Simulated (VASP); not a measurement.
# WS2 (R3m) in VASP: further runs, part 2 of 2

VASP 6.6.1. Earlier steps stand in the parts before.

### Step 5. Single point, PBEsol, spin-orbit coupling, no magnetisation

Input file INCAR:

```
PREC     = Accurate       # precision mode
ENCUT    = 340            # plane-wave cutoff, eV
EDIFF    = 1E-7           # SCF threshold, eV
ISMEAR   = 0              # smearing method
SIGMA    = 0.02           # smearing width, eV
LREAL    = False          # projectors in reciprocal space
LASPH    = True           # aspherical terms in the spheres
NELM     = 100            # most SCF steps
ALGO     = Normal         # electronic algorithm
ISIF     = 2              # what is computed and relaxed
LWAVE    = False          # write WAVECAR
LCHARG   = False          # write CHGCAR
MAGMOM   = 0 0 0 0 0 0 0 0 0 # initial moments
LORBIT   = 11             # projections on sites
LSORBIT  = True           # spin-orbit coupling
GGA_COMPAT= False        
LMAXMIX  = 4              # l up to which the mixer works
GGA      = PS             # functional
NBANDS   = 42             # bands
```

Input file KPOINTS:

```
regular mesh
0
Gamma
  6 6 6
```

Input file POSCAR:

```
WS2
1.0
    1.5790000000      0.9116360751      6.1633333333
   -1.5790000000      0.9116360751      6.1633333333
    0.0000000000     -1.8232721501      6.1633333333
W S
1 2
Direct
    0.0000000000      0.0000000000      0.0000000000
    0.5810000000      0.5810000000      0.5810000000
    0.7503000000      0.7503000000      0.7503000000
```

Potentials or basis: VASP PAW PBE potentials, release 64 (W_sv, S).

Started as:

```console
> cat potpaw_PBE.64/W_sv/POTCAR potpaw_PBE.64/S/POTCAR > POTCAR
> mpirun -np 1 vasp_ncl > vasp.out
```

OUTCAR:

```text
PREC = Accurate
   ENCUT = 340
   EDIFF = 1E-7
   ISMEAR = 0
   LREAL = False
   LASPH = True
   NELM = 100
   ISIF = 2
   LORBIT = 11
   LSORBIT = True
   GGA = PS

 Found     56 irreducible k-points:

 Following reciprocal coordinates:
            Coordinates               Weight
  0.000000  0.000000  0.000000      1.000000
  0.166667  0.000000  0.000000      3.000000
 -0.166667 -0.000000 -0.000000      3.000000
  0.333333  0.000000  0.000000      3.000000
 -0.333333  0.000000 -0.000000      3.000000
  0.500000  0.000000  0.000000      3.000000
   k-points           NKPTS =     56   k-points in BZ     NKDIM =     56   number of bands    NBANDS=     42
   number of dos      NEDOS =    301   number of ions     NIONS =      3
   total plane-waves  NPLWV =  64000
   dimension x,y,z NGX =    40 NGY =   40 NGZ =   40
   dimension x,y,z NGXF=    80 NGYF=   80 NGZF=   80
   ions per type =               1   2
   NGX,Y,Z   is equivalent  to a cutoff of  10.35, 10.35, 10.35 a.u.
   NGXF,Y,Z  is equivalent  to a cutoff of  20.69, 20.69, 20.69 a.u.
 SYSTEM =  unknown system
   PREC   = accura    normal or accurate (medium, high low for compatibility)
   ISTART =      0    job   : 0-new  1-cont  2-samecut
   ICHARG =      2    charge: 1-file 2-atom 10-const
   ISPIN  =      1    spin polarized calculation?
   LNONCOLLINEAR =      T non collinear calculations
   LSORBIT =      T    spin-orbit coupling
   LASPH  =      T    aspherical Exc in radial PAW
   ENCUT  =  340.0 eV  24.99 Ry    5.00 a.u.   9.66  9.66  9.66*2*pi/ulx,y,z
   NELM   =    100;   NELMIN=  2; NELMDL= -5     # of ELM steps
   EDIFF  = 0.1E-06   stopping-criterion for ELM
   LREAL  =      F    real-space projection
   EDIFFG = 0.1E-05   stopping-criterion for IOM
   NSW    =      0    number of steps for IOM
   IBRION =     -1    ionic relax: 0-MD 1-quasi-New 2-CG
   NFREE  =      0    steps in history (QN), initial steepest desc. (CG)
   ISIF   =      2    stress and relaxation
   ISYM   =      2    0-nonsym 1-usesym 2-fastsym
   POTIM  = 0.5000    time-step for ionic-motion
   TEBEG  =    0.0;   TEEND  =   0.0 temperature during run
   PSTRESS=    0.0 pullay stress
   NELECT =      26.0000    total number of electrons
   NUPDOWN=      -1.0000    fix difference up-down
   EMIN   =  10.00;   EMAX   =-10.00  energy-range for DOS
   EFERMI =   0.00;   METHOD = LEGACY
   ISMEAR =     0;   SIGMA  =   0.02  broadening in eV -4-tet -1-fermi 0-gaus
   EFERMI_NEDOS =   21; number of points for ismear=-14 and -15
   IALGO  =     38    algorithm
   IMIX   =      4    mixing-type and parameters
     AMIX     =   0.40;   BMIX     =  1.00
     AMIX_MAG =   1.60;   BMIX_MAG =  1.00
  volume/ion in A,a.u.               =      17.74       119.74
  Fermi-wavevector in a.u.,A,eV,Ry     =   1.289266  2.436359 22.615687  1.662206
  Thomas-Fermi vector in A             =   2.421169
   LORBIT       =     11    0 simple, 1 ext, 2 COOP (PROOUT), +10 PAW based schemes
   GGA     = PS    functional components
   LHFCALC =     F    Hartree Fock is set to
   AEXX    =    0.0000 exact exchange contribution
   IVDW    =     0    specifies the selected vdW correction
   LEPSILON=     F    determine dielectric tensor
   LRPA    =     F    only Hartree local field effects (RPA)
 Gauss-broadening in eV      SIGMA  =   0.02
  energy-cutoff  :      340.00
  volume of cell :       53.23
 maximum number of plane-waves:      1542
 NGX is ok and might be reduce to    40
   NGX = 19   NGY = 19   NGZ = 19

 number of electron      26.0000000 magnetization       0.0000000      0.0000000      0.0000000

 number of electron      26.0000003 magnetization      -0.0000000     -0.0000000      0.0000000

 number of electron      26.0000003 magnetization       0.0000000     -0.0000000      0.0000000

 Free energy of the ion-electron system (eV)
  ---------------------------------------------------
  ext. energy  EPLUGINS =         0.00000000
  ---------------------------------------------------
  free energy    TOTEN  =       -26.01656782 eV

  energy without entropy =      -26.01656782  energy(sigma->0) =      -26.01656782

 E-fermi :   7.4967     XC(G=0): -11.1162

 val. band max:        7.4023568438   @ k =   0.5000   0.5000   0.5000
 cond. band min:       8.2841539670   @ k =  -0.1667   0.1667   0.0000
 fundamental gap:      0.8817971231
 Fermi energy:         7.4966998532

 k-point     1 :       0.0000    0.0000    0.0000
  band No.  band energies     occupation
      1     -67.2041      1.00000
      2     -67.2041      1.00000
      3     -37.2707      1.00000
      4     -37.2707      1.00000
      5     -28.6555      1.00000
      6     -28.6555      1.00000
[... 235 lines left out ...]
     37      13.8570      0.00000
     38      13.8570      0.00000

 [... further k-points ...]

 [bands above 38 left out]

------------------------ aborting loop because EDIFF is reached ----------------------------------------

  FORCE on cell =-STRESS in cart. coord.  units (eV):
  Direction    XX          YY          ZZ          XY          YZ          ZX
  --------------------------------------------------------------------------------------
  -------------------------------------------------------------------------------------
  Total       -0.2557368     -0.2557368      0.1027537      0.0000000      0.0000000      0.0000000
  in kB       -7.6972094     -7.6972094      3.0926986      0.0000000      0.0000000      0.0000000
  external PRESSURE =      -4.1005734 kB  Pullay stress =       0.0000000 kB

 VOLUME and BASIS-vectors are now :
 -----------------------------------------------------------------------------
  energy-cutoff  :      340.00
  volume of cell :       53.23
      direct lattice vectors                 reciprocal lattice vectors
     1.579000000  0.911636075  6.163333333     0.316656111  0.182821491  0.054083288
    -1.579000000  0.911636075  6.163333333    -0.316656111  0.182821491  0.054083288
     0.000000000 -1.823272150  6.163333333     0.000000000 -0.365642982  0.054083288

 POSITION                                       TOTAL-FORCE (eV/Angst)
 -----------------------------------------------------------------------------------
      0.00000      0.00000      0.00000         0.000000     -0.000000     -0.595487
      0.00000      0.00000     10.74269         0.000000      0.000000      0.312946
      0.00000      0.00000     13.87305         0.000000      0.000000      0.282541
 -----------------------------------------------------------------------------------
    total drift:                                0.000000     -0.000000     -0.000133

  FREE ENERGIE OF THE ION-ELECTRON SYSTEM (eV)
  ---------------------------------------------------
  free  energy   TOTEN  =       -26.0165678221 eV

  energy  without entropy=      -26.0165678221  energy(sigma->0) =      -26.01656782

 Spin-Orbit-Coupling matrix elements

 Ion:    1  E_soc:     -1.4937246
 l=   1
     0.0000000    -0.2221092    -0.2230672
    -0.2221092     0.0000000    -0.2221092
    -0.2230672    -0.2221092     0.0000000
 l=   2
     0.0000000    -0.0050940     0.0000000    -0.0050940    -0.0221871
    -0.0050940     0.0000000    -0.0163336    -0.0043466    -0.0050940
     0.0000000    -0.0163336     0.0000000    -0.0163336     0.0000000
    -0.0050940    -0.0043466    -0.0163336     0.0000000    -0.0050940
    -0.0221871    -0.0050940     0.0000000    -0.0050940     0.0000000
 l=   3
     0.0000000     0.0000000     0.0000000     0.0000000     0.0000000     0.0000000     0.0000000
     0.0000000     0.0000000     0.0000000     0.0000000     0.0000000     0.0000000     0.0000000
     0.0000000     0.0000000     0.0000000     0.0000000     0.0000000     0.0000000     0.0000000
     0.0000000     0.0000000     0.0000000     0.0000000     0.0000000     0.0000000     0.0000000
[... 29 lines left out ...]
 l=   2
     0.0000000     0.0000000     0.0000000     0.0000000     0.0000000
     0.0000000     0.0000000     0.0000000     0.0000000     0.0000000
     0.0000000     0.0000000     0.0000000     0.0000000     0.0000000
     0.0000000     0.0000000     0.0000000     0.0000000     0.0000000
     0.0000000     0.0000000     0.0000000     0.0000000     0.0000000
 l=   3
     0.0000000     0.0000000     0.0000000     0.0000000     0.0000000     0.0000000     0.0000000
     0.0000000     0.0000000     0.0000000     0.0000000     0.0000000     0.0000000     0.0000000
     0.0000000     0.0000000     0.0000000     0.0000000     0.0000000     0.0000000     0.0000000
     0.0000000     0.0000000     0.0000000     0.0000000     0.0000000     0.0000000     0.0000000
     0.0000000     0.0000000     0.0000000     0.0000000     0.0000000     0.0000000     0.0000000
     0.0000000     0.0000000     0.0000000     0.0000000     0.0000000     0.0000000     0.0000000
     0.0000000     0.0000000     0.0000000     0.0000000     0.0000000     0.0000000     0.0000000

 total charge

# of ion       s       p       d       tot
------------------------------------------
    1        2.325   6.339   3.419  12.083
    2        1.355   2.334   0.000   3.689
    3        1.353   2.352   0.000   3.705
--------------------------------------------------
tot          5.032  11.026   3.419  19.477

 magnetization (x)

# of ion       s       p       d       tot
------------------------------------------
    1        0.000   0.000   0.000   0.000
    2       -0.000   0.000   0.000   0.000
    3        0.000  -0.000   0.000  -0.000
--------------------------------------------------
tot          0.000   0.000   0.000   0.000

 magnetization (y)

# of ion       s       p       d       tot
------------------------------------------
    1        0.000   0.000   0.000   0.000
    2        0.000   0.000   0.000   0.000
    3        0.000   0.000   0.000   0.000
--------------------------------------------------
tot          0.000   0.000   0.000   0.000

 magnetization (z)

# of ion       s       p       d       tot
------------------------------------------
    1        0.000   0.000   0.000   0.000
    2        0.000   0.000   0.000   0.000
    3        0.000   0.000   0.000   0.000
--------------------------------------------------
tot          0.000   0.000   0.000   0.000
```

It took 11 min on 1 thread of Intel Xeon Platinum 8488C (Sapphire Rapids), shared host; peak memory 0.49 GiB.

These settings aren't checked as converged: the numbers below hold their error.

What came out:

* Free energy: -26.0166 eV
* Pressure: -0.4 GPa
* Largest force: 0.595 eV/Å
* Valence electrons inside the program's atomic spheres: W 12.08; S 3.69, 3.71

Caveat: the k mesh is coarse (spacing up to 0.39 Å⁻¹), so the values aren't converged; the PAW data sets were made with another functional, which shifts forces and pressure a little.
